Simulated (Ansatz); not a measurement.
**Structures of SnO: which is lowest?**

Plane-wave DFT in Ansatz with scalar-relativistic PAW potentials, cutoff 420 eV, Γ-centred meshes chosen by cell and gap, Gaussian smearing with energies taken to zero width. Every cell was relaxed (cell and atoms) in a run of its own, within the symmetry of its start. Functional: PBE+D3(BJ).

Relaxed structures (starts from databases or built by putting these elements on another compound's sites):
A. Pmn2_1, 4 atoms in the computed cell, a = 3.346 Å, b = 5.712 Å, c = 3.921 Å; sites (symmetry × multiplicity) Sn m.. × 2, O m.. × 2; start: database
B. P4/nmm, 8 atoms in the computed cell, a = 3.837 Å, c = 4.764 Å; sites (symmetry × multiplicity) Sn 4mm × 2, O -4m2 × 2; start: database

Rank them by energy. Could pressure change the order?

```tsv
structure	group	E − E(lowest) (meV/atom)	V (Å³/atom)	gap on mesh (eV)
B	P4/nmm	0.0	17.53	0.00
A	Pmn2_1	85	18.73	1.31
```

B is lowest, 85 meV/atom under A. The lowest is also the densest of these, so pressure wouldn't bring one of the others in at first order. Other structures may lie lower than all of these, and vibrations aren't counted.